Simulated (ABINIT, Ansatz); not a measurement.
# BaS (Fm-3m): zone-centre phonons, part 3 of 3

Which modes does BaS (Fm-3m) have at the zone centre?

ABINIT 10.8.3; DFT LDA, scalar-relativistic, plane waves, PseudoDojo norm-conserving pseudopotentials.

So far, mean static dielectric tensor (ions relaxed, fixed cell): step 6 (zone-centre analysis) 14.2.

### Step 8. The same in Ansatz

The same cell goes through another code at the same cutoff. The files are of one family, but Ansatz's library holds files of its own making for some heavy elements, so those for Ba may differ. Its k mesh is centred on Γ.

This step: DFT LDA, scalar-relativistic, plane waves, norm-conserving pseudopotentials of its library (PseudoDojo's, some remade) (Ansatz 0.2.0).

input.yaml

```yaml
crystal:
  lattice:
    - [0.0, 3.1425636786, 3.1425636786]
    - [3.1425636786, 0.0, 3.1425636786]
    - [3.1425636786, 3.1425636786, 0.0]
  atoms:
    - { symbol: Ba, position: [0.0, 0.0, 0.0] }
    - { symbol: S, position: [0.5, 0.5, 0.5] }
kpoints:
  mp_grid: { grid: [8, 8, 8] }
hamiltonian:
  xc: lda
  pseudopotentials: { kind: nc, accuracy: standard }
scf:
  occupations: { method: fixed }
output:
  eigenvalues: true
basis:
  ecutwfc: 585.045
phonons:
  method: dfpt
  dielectric: true
  rigid_motions: translations
```

The run is started by

```
> ansatz run input.yaml --threads 2 --pin off --max-ram 4096MiB --backend cpu --events-out ev --progress --plain --runs-dir out
```

Output:

```text
Warning: basis.ecutwfc = 585.045 eV is below the records' recommended 770 eV, and the density's cutoff is lower with it unless basis.ecutrho_ratio is high enough to keep the records' density cutoff: compare with a run at a higher cutoff
Engine: ansatz 0.2.0, x86_64-unknown-linux-gnu
Pseudopotentials: kind: nc
Pseudopotential: Ba, nc, valence charge 10, recommended cutoff 770 eV (normal), Ba.nc.azcp (PseudoDojo's, or run here from an input of PseudoDojo's; its table is named by hamiltonian.pseudopotentials.accuracy)
Pseudopotential: S, nc, valence charge 6, recommended cutoff 734.707429 eV (normal), S.nc.azcp (PseudoDojo's, or run here from an input of PseudoDojo's; its table is named by hamiltonian.pseudopotentials.accuracy)
Functional definition: SPW92
  exchange = slater_x
  correlation = pw_c
Crystal: 2 atoms, lattice volume = 62.070 Å³
Basis set: ecut = 585.045 eV, 1989 PW (Γ), exchange–correlation on 72×72×72 points (8 copies of the dense FFT grid, shifted against one another)
Bands: 12, of which v1, the nominal top of the filled ones, is band 8 counted from 1 (7 counted from 0)
Symmetry: 48 space group operations
k-points: 59 of 512 (irreducible under 8 space group operations, time reversal used)
Non-local potential: Ba, projectors of the file, l = 0: 2, l = 1: 2, l = 2: 2, l = 3: 2
Non-local potential: S, projectors of the file, l = 0: 2, l = 1: 2, l = 2: 2
Initial density: superposition of atomic densities (chi_scale 0.1, normalization cell, long waves kept (reshape's long-wave potential 0.00 eV rms))
Initial wavefunctions: pseudopotential atomic-orbital guess
Functional: x = slater, c = lda
SCF iter   1: F=—  HF=-1069.468260 eV  |F-HF|=—  |Δ(HF+E_count)|=         —  Δρ=2.32e-2  dr2=5.17e-1  ethr=3.10e-3  ⟨swp⟩=7.0  Hψ=5014  notcnv=0  defer=84
preconditioner: auto → none  [insulator: Δε(μ)=1.659 eV  Ē_g=11.951 eV  n_scr=14 (ndim 8)  ℏωp=17.6 eV  f_vac=0.000  ε∞_Penn≈3.2]
SCF iter   2: F=—  HF=-1069.306767 eV  |F-HF|=—  |Δ(HF+E_count)|=   1.61e-1  Δρ=9.26e-3  dr2=9.29e-2  ethr=3.10e-3  ⟨swp⟩=4.5  Hψ=1866  notcnv=0  defer=98
SCF iter   3: F=—  HF=-1069.292084 eV  |F-HF|=—  |Δ(HF+E_count)|=   1.47e-2  Δρ=4.73e-3  dr2=1.49e-2  ethr=5.81e-4  ⟨swp⟩=2.0  Hψ=1006  notcnv=0  defer=112
SCF iter   4: F=—  HF=-1069.289966 eV  |F-HF|=—  |Δ(HF+E_count)|=   2.12e-3  Δρ=7.22e-4  dr2=3.52e-4  ethr=9.29e-5  ⟨swp⟩=2.7  Hψ=1069  notcnv=0  defer=114
SCF iter   5: F=—  HF=-1069.290021 eV  |F-HF|=—  |Δ(HF+E_count)|=   5.50e-5  Δρ=9.55e-5  dr2=3.09e-6  ethr=2.20e-6  ⟨swp⟩=3.1  Hψ=1350  notcnv=0  defer=114
SCF iter   6: F=—  HF=-1069.290024 eV  |F-HF|=—  |Δ(HF+E_count)|=   3.25e-6  Δρ=1.07e-5  dr2=7.87e-8  ethr=1.93e-8  ⟨swp⟩=2.9  Hψ=1292  notcnv=0  defer=113
SCF iter   7: F=—  HF=-1069.290025 eV  |F-HF|=—  |Δ(HF+E_count)|=   1.28e-6  Δρ=2.16e-6  dr2=2.50e-9  ethr=4.92e-10  ⟨swp⟩=2.1  Hψ=1133  notcnv=0  defer=110
SCF iter   8: F=-1069.290025 eV  HF=-1069.290025 eV  |F-HF|=6.73e-11  |Δ(HF+E_count)|=  6.37e-10  Δρ=4.02e-7  dr2=9.80e-11  ethr=1.00e-12  ⟨swp⟩=17.4  Hψ=10521  notcnv=0
SCF 1 converged in 8 iterations: F = -1069.290025 eV  dr2 = 9.80e-11
DFPT response loops at Γ: preconditioner auto → none (the input reference at scf.mixing.eps_inf says where Resta's filter doesn't serve); β = 0.50; Broyden in place of MSR1
── the response to a field inside a basis, on 8×8×8 k-points: an SCF that follows is theirs, and a resumed run solves both again ──
Bands: 9, of which v1, the nominal top of the filled ones, is band 8 counted from 1 (7 counted from 0)
k-points: 60 of 512 (irreducible under 12 space group operations)
Initial density: handed on by an earlier stage of this run
Initial wavefunctions: pseudopotential atomic-orbital guess (no wavefunctions were taken with the density)
Eigensolver: Dense (60 Hₖ)
SCF iter   1: F=—  HF=-1069.288365 eV  |F-HF|=—  |Δ(HF+E_count)|=         —  Δρ=9.09e-5  dr2=7.56e-7  ethr=1.00e-1
preconditioner: auto → none  [insulator: Δε(μ)=2.093 eV  Ē_g=10.159 eV  n_scr=14 (ndim 8)  ℏωp=17.6 eV  f_vac=0.000  ε∞_Penn≈4.0]
SCF iter   2: F=—  HF=-1069.288366 eV  |F-HF|=—  |Δ(HF+E_count)|=   8.38e-7  Δρ=4.63e-5  dr2=1.68e-7  ethr=4.73e-9
SCF iter   3: F=-1069.288366 eV  HF=-1069.288366 eV  |F-HF|=2.76e-8  |Δ(HF+E_count)|=   2.95e-7  Δρ=1.27e-5  dr2=6.50e-8  ethr=1.05e-9
SCF 1 converged in 3 iterations: F = -1069.288366 eV  dr2 = 6.50e-8
DFPT response loops at Γ: mixed as the last ones told, above
SCF converged after 8 iterations
Free energy (F): -1069.290025 eV
Harris-Foulkes:  -1069.290025 eV  (|F-HF|=6.73e-11)
Internal energy: -1069.290025 eV  (E = F + TS)
E sigma→0 (E₀):  -1069.290025 eV
Fermi energy:    6.055687 eV
--- Per-component energies (eV) ---
  E_band       = -46.029399
  E_kinetic    = 284.884879
  E_local      = -492.950800  (includes V_loc(G=0)·N_el)
  E_nonlocal   = 149.837867
  E_hartree    = 119.364062
  E_xc         = -266.339732
  E_vxc        = -226.529332  (∫ρ·V_xc dr)
  E_ewald      = -864.086300
  E_smearing   = -0.000000  (= −TS)
  E_closure    = 0.000000  (closes the sum)
  Σ components = -1069.290025   (vs F -1069.290025, Δ=0.00e0)
--- Band table (eV; the first three rows and the last of 59) ---
  k-point 0: bands = [... 4 lower, -4.2771, 6.0557, 6.0557, 6.0557, 9.6847, 9.8747, 9.8747, 9.8747]
  k-point 1: bands = [... 4 lower, -3.8344, 5.6219, 5.8373, 5.8373, 9.8459, 10.1105, 10.1105, 10.3159]
  k-point 2: bands = [... 4 lower, -3.2951, 4.8438, 5.4061, 5.4061, 10.0368, 10.7752, 10.7752, 11.5740]
  k-point 58: bands = [... 4 lower, -3.4744, 4.8916, 5.6448, 5.6448, 10.2312, 10.2312, 12.5751, 13.0606]
--- Phonons (Γ-DFPT): 2 representative perturbations + reference, on 59 of 512 k-points (Σ response iterations 6) ---
  k mesh reduced under 8 symmetry operations, with k and −k counted as one. Each operation leaves every solved perturbation unchanged. A smaller set is not considered because the run solves the response to a homogeneous field
  ASR residual: 5.135e-4 → 0.000e0 eV/Å²; symmetrization residual: 3.066e-6 eV/Å²
  ASR residual per site (eV/Å²): 1.69e-5 5.13e-4
  Γ frequencies (cm⁻¹): 0.00 0.00 0.00 149.12 149.12 149.12
  ε∞ (high-frequency dielectric tensor):
        5.111091     0.000000    -0.000000
        0.000000     5.111091     0.000000
       -0.000000     0.000000     5.111091
  ε⁰ (static dielectric tensor: ions relaxed, cell fixed):
       14.570834    -0.000000     0.000000
       -0.000000    14.570834     0.000000
        0.000000     0.000000    14.570834
  ε⁰ − ε∞ (ionic part):
        9.459744    -0.000000     0.000000
       -0.000000     9.459744     0.000000
        0.000000     0.000000     9.459744
  softest optical mode at Γ: 149.12 cm⁻¹; the repairs (sum rule, projections) moved no ω² at Γ by more than (2.12 cm⁻¹)²
  Born effective charges Z* (e; rows j = field, columns β = displacement):
    site 0:
         2.62626   -0.00000    0.00000
        -0.00000    2.62626   -0.00000
         0.00000   -0.00000    2.62626
    site 1:
        -2.62626    0.00000   -0.00000
         0.00000   -2.62626    0.00000
        -0.00000    0.00000   -2.62626
  Z* charge neutrality: 5.778e-4 e pre-enforcement
  solved inside a basis spanned on kpoints, on 8×8×8 k-points, its susceptibility summed on 12×12×12: ε∞ is read to err by 1.3e-2, Z* by 1.1e-2 e (field_mesh: kpoints solves on kpoints); Z* is corrected for what the basis lacks
  optical modes at Γ without the LO–TO term, one row a degenerate level:
      ω (cm⁻¹)  modes    IR ((D/Å)²/amu)
        149.12      3            18.3663
  optical modes at Γ + LO–TO along q̂ = [1.0000, 0.0000, 0.0000]:
      ω (cm⁻¹)  modes    IR ((D/Å)²/amu)
        149.12      2            12.2442
        251.79      1             6.1221
  optical modes at Γ + LO–TO along q̂ = [0.0000, 1.0000, 0.0000]:
      ω (cm⁻¹)  modes    IR ((D/Å)²/amu)
        149.12      2            12.2442
        251.79      1             6.1221
  optical modes at Γ + LO–TO along q̂ = [0.0000, 0.0000, 1.0000]:
      ω (cm⁻¹)  modes    IR ((D/Å)²/amu)
        149.12      2            12.2442
        251.79      1             6.1221
```

It took 26 s on 2 threads of Intel Xeon at 2.70GHz, shared host; peak memory 0.58 GiB.

This step gave:

| Quantity | Value |
| --- | --- |
| gap on the k-mesh | 1.928 eV |
| sum-rule residual before enforcement | 5.13e-4 eV/Å² |
| miss of the charge sum rule | 5.78e-4 e |
| estimated error of the dielectric tensor | 0.01254 |
| estimated error of the Born charges | 0.01098 e |
| highest optical zone-centre mode (no LO-TO term) | 149.1 cm⁻¹ |
| lowest optical zone-centre mode | 149.1 cm⁻¹ |
| mean high-frequency dielectric constant | 5.111 |
| largest Born charge in size (third of the trace) | 2.626 e |
| mean static dielectric constant | 14.57 |
| highest mode moved by the LO-TO term | 251.8 cm⁻¹ |

Transverse modes. Infrared lines, with heights relative to the strongest:

```csv
position (cm⁻¹),label,"IR intensity ((D/Å)²/amu), degenerate modes summed, relative"
149,T1u,100
```

### Step 9. The two compared: ABINIT PseudoDojo and Ansatz, library NC

Numbers from this step:

```yaml
root_mean_square_difference: 3.8 cm⁻¹
largest_difference: 3.8 cm⁻¹
```

Optical modes, paired by symmetry label. Frequencies side by side, by row:

```csv
q (reciprocal lattice),mode,ABINIT PseudoDojo (cm⁻¹),"Ansatz, library NC (cm⁻¹)"
0 0 0,4,152.9,149.1
0 0 0,5,152.9,149.1
0 0 0,6,152.9,149.1
```

The two runs side by side. Further quantities:

```csv
quantity,ABINIT PseudoDojo,"Ansatz, library NC"
mean ε∞,5.18,5.111
"largest Born charge in size (e; the first before, the second after the charge sum rule)",2.632,2.626
summed IR intensity ((D/Å)²/amu),18.43,18.37
```

At the zone centre the largest difference (acoustic modes at Γ apart) is 2 % of the highest mode.

### Step 10. What came out

- space group after relaxation: Fm-3m
- volume per atom: 31.0 Å³
- highest optical zone-centre mode (no LO-TO term): 152.8 cm⁻¹
- highest mode moved by the LO-TO term: 253.2 cm⁻¹
- mean high-frequency dielectric constant: 5.18
- largest Born charge in size (third of the trace): 2.63 e
- mean static dielectric constant: 14.2
- imaginary optical modes at the zone centre (no q mesh in this session): none
- largest difference from Ansatz, library NC: 3.8 cm⁻¹

In words: At the LDA level the optical modes of BaS (Fm-3m) at the zone centre (no LO-TO term) lie at 153 cm⁻¹. Along the directions run, the highest mode that the macroscopic field moves lies at 253 cm⁻¹. Lattice motion raises the mean dielectric constant from 5.18 to 14.22. The Born charge of Ba is 2.632 e against a formal charge of +2, somewhat above it. The Lyddane-Sachs-Teller relation holds: (ωLO/ωTO)² is 2.74 and ε₀/ε∞ is 2.74. ABINIT PseudoDojo and Ansatz, library NC differ by 3.8 cm⁻¹ in the root mean square and by 3.8 cm⁻¹ at most, 2.5 % of the highest mode compared (acoustic modes at Γ left out); the two use different potentials, and the cell was not relaxed for the second set. These are harmonic frequencies at zero temperature: anharmonic shifts and linewidths and thermal expansion are left out. Spin-orbit coupling is left out, which can matter for the heavy elements here. Ansatz warns that the cutoff lies 24 % under the one recommended for these files; agreement at one cutoff is not convergence. The total energies of the two programs lie far apart, so at least one potential file in Ansatz's library differs from the published one read by the first program.

[Host names and launcher messages were left out of these logs when they were recorded.]

[Logs are printed without paths, hosts, clocks, repeated set-up lines and the standing remarks that a program may print on its own settings, such as how far it seeks lower states.]

[Hosts, paths, dates, database ids (printed as entryN), source tags and the programs' standing remarks are cut or masked in the printed files.]
